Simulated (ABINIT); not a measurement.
# A GW chain in ABINIT: RbCl (Fm-3m)

How does a plane-wave GW calculation on RbCl (Fm-3m) run from the first input to the gap?

Calculated with ABINIT 10.8.3; PBE and many-body steps on it, plane waves.

Most raw output is cut from this account.

## Step 1: The structure

The structure is cubic, space group Fm-3m (No. 225). Conventional cell: a = 6.579 Å, b = 6.579 Å, c = 6.579 Å, α = 90.00°, β = 90.00°, γ = 90.00°. Rb has 6 Cl at 3.29 Å nearest. Nearest to Cl lie 6 Rb at 3.29 Å. Farther neighbours and most contacts between anions are not listed.

The cell and positions come from the Crystallography Open Database and are kept as given unless a step says otherwise.

## Step 2: Ground state

This step: ABINIT 10.8.3; DFT, PBE, plane waves, norm-conserving pseudopotentials.

The ground-state density comes first.

Contents of run.abi:

```
acell 3*1.0 Angstrom
rprim 
  -0.000000000000 3.289500000000 3.289500000000
  3.289500000000 -0.000000000000 3.289500000000
  3.289500000000 3.289500000000 -0.000000000000
ntypat 2
znucl 37 17
natom 2
typat 1 2
xred 
  0.000000000000 0.000000000000 0.000000000000
  0.500000000000 0.500000000000 0.500000000000
pp_dirpath "pseudos"
pseudos "Rb.upf, Cl.upf"
ecut 25
ngkpt 6 6 6
nshiftk 1
shiftk 0 0 0
kptopt 1
chksymbreak 0
nband 13
occopt 1
tolvrs 1e-10
nstep 60
prtwf 0
optforces 0
optstress 0
indata_prefix "in"
outdata_prefix "out"
tmpdata_prefix "tmp"
```

Started as:

```sh
OMP_NUM_THREADS=1 mpirun -n 4 abinit run.abi > log
```

Run time: 7.5 s. Hardware: 4 MPI ranks of Arm Neoverse V1, shared host; peak memory 0.29 GiB; 30 s of CPU time.

Numbers from this step:

| Item | Value |
| --- | --- |
| total energy | -1186.9084 eV |
| gap | 5.003 eV |
| k of the valence top | 0, 0, 0 |
| k of the conduction bottom | 0, 0, 0 |
| least direct gap | 5.003 eV |

The gap is direct, at Γ.

## Step 3: Bands along the symmetry lines

The cheap functional maps the bands first; the places of the edges decide which points the dearer methods must see.

Contents of run.abi:

```
acell 3*1.0 Angstrom
rprim 
  -0.000000000000 3.289500000000 3.289500000000
  3.289500000000 -0.000000000000 3.289500000000
  3.289500000000 3.289500000000 -0.000000000000
ntypat 2
znucl 37 17
natom 2
typat 1 2
xred 
  0.000000000000 0.000000000000 0.000000000000
  0.500000000000 0.500000000000 0.500000000000
pp_dirpath "pseudos"
pseudos "Rb.upf, Cl.upf"
ecut 25
iscf -2
irdden 1
kptopt 0
nkpt 50
kpt 
  0.00000000 0.00000000 0.00000000
  0.06250000 0.00000000 0.06250000
  0.12500000 0.00000000 0.12500000
  0.18750000 0.00000000 0.18750000
  0.25000000 0.00000000 0.25000000
  0.31250000 0.00000000 0.31250000
  0.37500000 0.00000000 0.37500000
  0.43750000 0.00000000 0.43750000
  0.50000000 0.00000000 0.50000000
  0.51562500 0.03125000 0.51562500
  0.53125000 0.06250000 0.53125000
  0.54687500 0.09375000 0.54687500
  0.56250000 0.12500000 0.56250000
  0.57812500 0.15625000 0.57812500
  0.59375000 0.18750000 0.59375000
  0.60937500 0.21875000 0.60937500
  0.62500000 0.25000000 0.62500000
  0.37500000 0.37500000 0.75000000
  0.32812500 0.32812500 0.65625000
  0.28125000 0.28125000 0.56250000
  0.23437500 0.23437500 0.46875000
  0.18750000 0.18750000 0.37500000
  0.14062500 0.14062500 0.28125000
  0.09375000 0.09375000 0.18750000
  0.04687500 0.04687500 0.09375000
  0.00000000 0.00000000 0.00000000
  0.06250000 0.06250000 0.06250000
  0.12500000 0.12500000 0.12500000
  0.18750000 0.18750000 0.18750000
  0.25000000 0.25000000 0.25000000
  0.31250000 0.31250000 0.31250000
  0.37500000 0.37500000 0.37500000
  0.43750000 0.43750000 0.43750000
  0.50000000 0.50000000 0.50000000
  0.50000000 0.46875000 0.53125000
  0.50000000 0.43750000 0.56250000
  0.50000000 0.40625000 0.59375000
  0.50000000 0.37500000 0.62500000
  0.50000000 0.34375000 0.65625000
  0.50000000 0.31250000 0.68750000
  0.50000000 0.28125000 0.71875000
  0.50000000 0.25000000 0.75000000
  0.50000000 0.21875000 0.71875000
  0.50000000 0.18750000 0.68750000
  0.50000000 0.15625000 0.65625000
  0.50000000 0.12500000 0.62500000
  0.50000000 0.09375000 0.59375000
  0.50000000 0.06250000 0.56250000
  0.50000000 0.03125000 0.53125000
  0.50000000 0.00000000 0.50000000
istwfk *1
nband 15
nbdbuf 2
tolwfr 1e-08
nstep 40
prtwf 0
prtvol 0
indata_prefix "in"
outdata_prefix "out"
tmpdata_prefix "tmp"
```

It took 13 s on 4 MPI ranks; peak memory 0.27 GiB; 52 s of CPU time.

Numbers from this step:

```yaml
gap: 5.003 eV
k_of_the_valence_top: 0, 0, 0
k_of_the_conduction_bottom: 0, 0, 0
least_direct_gap: 5.003 eV
```

The gap is 5.003 eV, as in the run before at this level.

The electronic bands at the labelled points (eV, zero at the top of the highest filled band; v1 is the highest filled band, c1 the lowest empty one):

| point | v4 | v3 | v2 | v1 | c1 | c2 | c3 | c4 |
| --- | --- | --- | --- | --- | --- | --- | --- | --- |
| Γ | -7.97 | 0.00 | 0.00 | 0.00 | 5.00 | 7.99 | 7.99 | 7.99 |
| halfway | -7.99 | -0.53 | -0.07 | -0.07 | 6.37 | 6.89 | 9.43 | 9.50 |
| X | -8.07 | -0.32 | -0.10 | -0.10 | 6.21 | 8.07 | 9.72 | 10.04 |
| halfway | -8.06 | -0.31 | -0.19 | -0.14 | 6.41 | 8.33 | 9.36 | 10.20 |
| U | -8.03 | -0.40 | -0.28 | -0.22 | 6.95 | 8.71 | 9.06 | 9.75 |
| jump to K | -8.03 | -0.40 | -0.28 | -0.22 | 6.95 | 8.71 | 9.06 | 9.75 |
| halfway | -7.95 | -0.59 | -0.27 | -0.11 | 6.66 | 7.61 | 8.82 | 9.51 |
| Γ | -7.97 | 0.00 | 0.00 | 0.00 | 5.00 | 7.99 | 7.99 | 7.99 |
| halfway | -7.96 | -0.48 | -0.18 | -0.18 | 6.27 | 7.77 | 8.74 | 8.74 |
| L | -7.95 | -0.86 | -0.34 | -0.34 | 7.75 | 7.98 | 10.16 | 10.16 |
| halfway | -7.96 | -0.65 | -0.29 | -0.29 | 7.73 | 7.86 | 9.74 | 9.90 |
| W | -7.96 | -0.44 | -0.24 | -0.24 | 7.67 | 7.67 | 9.34 | 9.37 |
| halfway | -8.02 | -0.30 | -0.27 | -0.15 | 6.61 | 8.53 | 8.99 | 10.05 |
| X | -8.07 | -0.32 | -0.10 | -0.10 | 6.21 | 8.07 | 9.72 | 10.04 |

## Step 4: Empty states on the mesh, 4×4×4 mesh, 406 bands

The sums over transitions need many empty states on a uniform mesh; this step solves for them.

Contents of run.abi:

```
acell 3*1.0 Angstrom
rprim 
  -0.000000000000 3.289500000000 3.289500000000
  3.289500000000 -0.000000000000 3.289500000000
  3.289500000000 3.289500000000 -0.000000000000
ntypat 2
znucl 37 17
natom 2
typat 1 2
xred 
  0.000000000000 0.000000000000 0.000000000000
  0.500000000000 0.500000000000 0.500000000000
pp_dirpath "pseudos"
pseudos "Rb.upf, Cl.upf"
ecut 25
ngkpt 4 4 4
nshiftk 1
shiftk 0 0 0
kptopt 1
chksymbreak 0
irdden 1
istwfk *1
nband 406
prtvol 0
optdriver 6
gwr_task "HDIAGO"
paral_kgb 0
occopt 1
indata_prefix "in"
outdata_prefix "out"
tmpdata_prefix "tmp"
```

Wall time 46 s (4 MPI ranks); peak memory 2 GiB.

Numbers from this step:

* gap: 5.003 eV
* k of the valence top: 0, 0, 0
* k of the conduction bottom: 0, 0, 0
* least direct gap: 5.003 eV
* k points computed: 8
* lowest point of the top converged band, above the valence top: 175.3889 eV

On this mesh the gap is 5.003 eV.

## Step 5: Screening, 4×4×4 mesh, 398 bands, screening to 239.5 eV

The RPA dielectric matrix is built and inverted for each q.

This step: RPA screening on PBE, plane waves, norm-conserving pseudopotentials.

run.abi, as its differences from that of step 4:

```diff
@@ -20,10 +20,11 @@
 chksymbreak 0
-irdden 1
 istwfk *1
-nband 406
-prtvol 0
-optdriver 6
-gwr_task "HDIAGO"
-paral_kgb 0
 occopt 1
+irdwfk 1
+optdriver 3
+nband 398
+ecuteps 8.8
+inclvkb 2
+awtr 1
+symchi 1
 indata_prefix "in"
```

Wall time 3.9 min (4 MPI ranks); peak memory 2.3 GiB.

Numbers from this step:

```
ε∞ with local fields, on this mesh, along the program's q direction : 2.189
the same without local fields                                       : 2.601
plasma frequency                                                    : 17.60 eV
plane waves in the screening matrix                                 : 609
```

Local fields lower ε∞ by 16 %.

## Step 6: Self-energy, 4×4×4 mesh, 398 bands, screening to 239.5 eV

The self-energy is evaluated for the states that the input lists, and the levels follow from it, in one-shot runs by the linearised quasiparticle equation.

This step: G0W0 on PBE, plane waves, norm-conserving pseudopotentials.

run.abi, as its differences from that of step 5:

```diff
@@ -23,8 +23,15 @@
 irdwfk 1
-optdriver 3
+optdriver 4
 nband 398
+gwcalctyp 0
+ecutsigx 25
+symsigma 1
+nkptgw 1
+kptgw 
+  0.0000000000 0.0000000000 0.0000000000
+bdgw 
+  6 12
 ecuteps 8.8
-inclvkb 2
-awtr 1
-symchi 1
+irdscr 1
+ppmodel 1
 indata_prefix "in"
```

Wall time 99 s (4 MPI ranks); peak memory 2.8 GiB.

This step gave:

| Quantity | Value |
| --- | --- |
| G0W0 gap on the points computed | 7.898 eV |
| starting gap on the mesh | 5.003 eV |
| k of the valence top | 0, 0, 0 |
| k of the conduction bottom | 0, 0, 0 |
| Z at the valence top | 0.805 |
| Z at the conduction bottom | 0.874 |
| least direct G0W0 gap on the computed points | 7.898 eV |

The gap on the mesh goes from 5.00 eV to 7.90 eV, a correction of +2.90 eV.

Limits: finite bands, cutoff and mesh; no spin-orbit coupling. v1 is the top filled band, c1 the lowest empty one. The levels before and after the correction (eV, zero at the valence-band top of each column):

|  | conduction bottom | valence top |
| --- | --- | --- |
| Kohn-Sham | 5.00 | 0.00 |
| G0W0 | 7.90 | 0.00 |

|  | level | energy (eV) |
| --- | --- | --- |
| Kohn-Sham | Γ v3-v1 | 0.000 |
| Kohn-Sham | Γ c1 | 5.003 |
| Kohn-Sham | Γ c2-c4 | 7.987 |
| G0W0 | Γ v3-v1 | 0.000 |
| G0W0 | Γ c1 | 7.898 |
| G0W0 | Γ c2-c4 | 11.460 |

## Step 7: Where the time went

Times are wall times on 4 MPI ranks of Arm Neoverse V1, shared host, good to a factor of about two.

| step | time | share | memory (GiB) |
| --- | --- | --- | --- |
| ground state | 7.5 s | 2 % | 0.29 |
| bands along the symmetry lines | 13 s | 3 % | 0.27 |
| empty states on the mesh | 46 s | 11 % | 2.0 |
| screening | 3.9 min | 59 % | 2.3 |
| self-energy | 99 s | 25 % | 2.8 |

## Step 8: Outcome

```yaml
pbe_gap: 5.00 eV, direct
g0w0_gap_on_the_mesh: 7.90 eV
gw_settings: 4×4×4 mesh, 398 bands, screening to 239.5 eV, Godby-Needs plasmon pole
known_limits: not at the basis limit; no spin-orbit coupling
```

**Reading.** G0W0 moves the gap on the mesh from 5.00 eV to 7.90 eV (+2.90 eV), with Z of 0.81 and 0.87 at the edges. Local fields lower the RPA ε∞ on this mesh from 2.60 to 2.19. Only 1 of the mesh's irreducible points was corrected, so a valley elsewhere could overtake. The dearest step here is «screening». Bands and cutoff are finite, so the gap is not at the basis limit. The miss can reach some tenths of an eV and take either sign; the mesh is an error of its own. In the G0W0 run levels were corrected at 1 k point alone, so a gap called «on the mesh» is the least over those, and an edge elsewhere would be missed. The many-body steps are scalar-relativistic: spin-orbit coupling is not in them.

[Paths, hosts, dates, memory and timing lines, banners, echoed tables and standing remarks are left out of the program output.]

[Logs are printed without paths, hosts, clocks, repeated set-up lines and the standing remarks that a program may print on its own settings, such as how far it seeks lower states.]

[Runs of the session that timed out or met a known fault of the program may be left out.]

[Hosts, paths, dates, database ids (printed as entryN), source tags and the programs' standing remarks are cut or masked in the printed files.]

[G0W0 gaps are taken among the corrected bands and points alone; a level outside them can change the order at an edge.]

[Where Ansatz stands beside ABINIT at settings called matched, ABINIT's density can come from a denser mesh and the files from another edition; pairs whose starting gaps differed by over 0.03 eV were left out, so agreement reads better than it is.]
